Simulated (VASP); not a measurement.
Set up this calculation in VASP 6.6.1, as the native input.

```
Task                            : G0W0 low-scaling quasiparticle levels
Functional                      : PBE
Potentials or basis             : VASP PAW PBE potentials, release 64 (In_d_GW, P_GW)
Cutoff                          : 450 eV
k mesh                          : 3 × 3 × 3
Occupations                     : gaussian, width 0.01 eV
Spin                            : no spin polarisation
Cutoff of the response function : 100
Frequency points                : 12
Empty bands                     : 169
GW scheme                       : G0W0 low-scaling
GW iterations                   : 1
Further INCAR settings          : ALGO = EVGW0R; EDIFF = 1e-08; NBANDS = 178
```

InP:

```
CELL_PARAMETERS angstrom
0.00000 2.93050 2.93050
2.93050 0.00000 2.93050
2.93050 2.93050 0.00000
ATOMIC_POSITIONS crystal
In 0.00000 0.00000 0.00000
P 0.75000 0.75000 0.75000
```

These files were run (other wordings do the same):

POSCAR

```
InP
1.0
    0.0000000000      2.9305000000      2.9305000000
    2.9305000000      0.0000000000      2.9305000000
    2.9305000000      2.9305000000      0.0000000000
In P
1 1
Direct
    0.0000000000      0.0000000000      0.0000000000
    0.7500000000      0.7500000000      0.7500000000
```

INCAR.step1

```
SYSTEM = InP
ALGO = Normal
EDIFF = 1E-8
ENCUT = 450
GGA = PE
ISMEAR = 0
LASPH = .TRUE.
LCHARG = .FALSE.
LREAL = .FALSE.
LWAVE = .TRUE.
NELM = 100
PREC = Accurate
SIGMA = 0.01
```

INCAR.step2

```
SYSTEM = InP
ALGO = Exact
EDIFF = 1E-8
ENCUT = 450
GGA = PE
ISMEAR = 0
ISTART = 1
LASPH = .TRUE.
LCHARG = .FALSE.
LOPTICS = .TRUE.
LREAL = .FALSE.
LWAVE = .TRUE.
NBANDS = 178
NELM = 1
PREC = Accurate
SIGMA = 0.01
```

INCAR.step3

```
SYSTEM = InP
ALGO = EVGW0R
EDIFF = 1E-8
ENCUT = 450
ENCUTGW = 100
GGA = PE
ISMEAR = 0
ISTART = 1
LASPH = .TRUE.
LCHARG = .FALSE.
LREAL = .FALSE.
LWAVE = .FALSE.
NBANDS = 178
NBANDSGW = 17
NELMGW = 1
NOMEGA = 12
PREC = Accurate
PRECFOCK = Fast
SIGMA = 0.01
```

KPOINTS

```
k-points
0
G
  3 3 3
  0 0 0
```

Potentials or basis: VASP PAW PBE potentials, release 64 (In_d_GW, P_GW).

Launch:

```bash
$ cat potpaw_PBE.64/In_d_GW/POTCAR potpaw_PBE.64/P_GW/POTCAR > POTCAR
$ cp INCAR.step1 INCAR
$ mpirun -np 1 vasp_std > vasp.out
$ cp INCAR.step2 INCAR
$ mpirun -np 1 vasp_std > vasp.out
$ cp INCAR.step3 INCAR
$ mpirun -np 1 vasp_std > vasp.out
```

Results of the run:

The band gap on the k mesh, mean-field level is 0.67 eV, direct, the quasiparticle gap is 1.16 eV and the least direct quasiparticle gap is 1.16 eV. The RPA correlation energy is -11.645 eV/atom and the RPA correlation energy per cell is -23.290 eV.

Caveat: the k mesh is coarse (spacing up to 0.62 Å⁻¹), so the values aren't converged; bands, screening cutoff and mesh are small and nothing is extrapolated, so the quasiparticle values aren't converged; spin-orbit coupling is left out, which moves the levels of the heavy elements.

Run time: 23 min on 1 thread of Intel(R) Xeon(R) Platinum 8259CL CPU @ 2.50GHz (Skylake/Cascade Lake) (shared host), peak memory 5.2 GiB.
